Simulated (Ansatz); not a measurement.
ZrB2 under changes of volume

One of the cells (10.249 Å³/atom); the others are scaled copies at fixed shape and fractional positions:

```xyz
3
Lattice="3.1700 0.0000 0.0000 -1.5850 2.7453 0.0000 0.0000 0.0000 3.5330" Properties=species:S:1:pos:R:3 pbc="T T T"
Zr    0.0000    0.0000    0.0000
B     1.5850    0.9151    1.7665
B     0.0000    1.8302    1.7665
```

```yaml
Program: Ansatz 0.2.0
Functional: PBE
Dispersion: D3(BJ)
Potentials_or_basis: Ansatz PAW
Cutoff: "420 eV (not typed: the program's choice for these potentials)"
k_mesh: 10 × 10 × 8
Occupations: fermi-dirac, width 0.05 eV
Spin: no spin polarisation
```

| volume (Å³/atom) | energy over the lowest point (meV/atom) | pressure (GPa) |
| --- | --- | --- |
| 9.634 | ? | ? |
| 9.839 | 2.57 | 4.7 |
| 10.044 | 0.00 | -0.6 |
| 10.249 | 3.95 | -5.4 |
| 10.454 | 13.73 | -9.8 |
| 10.659 | 28.85 | -13.8 |
| 10.864 | 48.79 | -17.3 |

**Question.** What does the run at 9.634 Å³/atom give?

**Answer.** Energy over the lowest point 12.31 meV/atom; pressure 10.6 GPa.

Worked out: A Birch-Murnaghan fit of order 3 (a polynomial in V^(-2/3)) to the other rows has its minimum at 10.02 Å³/atom with B0 = V·E''(V) = 250 GPa and B' = 3.9 at fixed shape and positions, which overstates the stiffness. It gives 12.29 meV/atom at 9.634 Å³/atom, against the run's 12.31, and -dE/dV = 10.6 GPa, against 10.6.

Energies are extrapolated to zero smearing.

Caveats: pairwise dispersion overbinds metals, which lowers pressure and volume.
